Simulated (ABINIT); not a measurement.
Si2Ni:

```
Ni Si
1.0
     0.00000    2.70300    2.70300
     2.70300    0.00000    2.70300
     2.70300    2.70300    0.00000
Ni Si
1 2
Direct
  0.00000 0.00000 0.00000
  0.75000 0.75000 0.75000
  0.25000 0.25000 0.25000
```

Base run:

- Program: ABINIT 10.8.3 (patched build)
- Functional: PBEsol
- Potentials or basis: JTH PAW PBE v2.0
- Cutoff: 1116 eV
- k mesh: 9 × 9 × 9
- Occupations: fermi-dirac, width 0.05 eV
- Spin: collinear spin, ferromagnetic start
- Starting moments: [1.0, 0.0, 0.0] μB

Its results: band gap on the k mesh none (metal or under the smearing width); pressure -0.6 GPa; net moment 0.00 μB per cell.

**Question.** The run is repeated on the same cell with these changes: k mesh from 9 × 9 × 9 to 8 × 8 × 8. What comes out?

**Answer.** Band gap on the k mesh none (metal or under the smearing width); pressure -1.3 GPa; net moment 0.00 μB per cell.

Caveats: small starting moments can end in a higher magnetic state in this program; the PAW data sets were made with another functional, which shifts forces and pressure a little.

Not every run made on this cell is shown here.
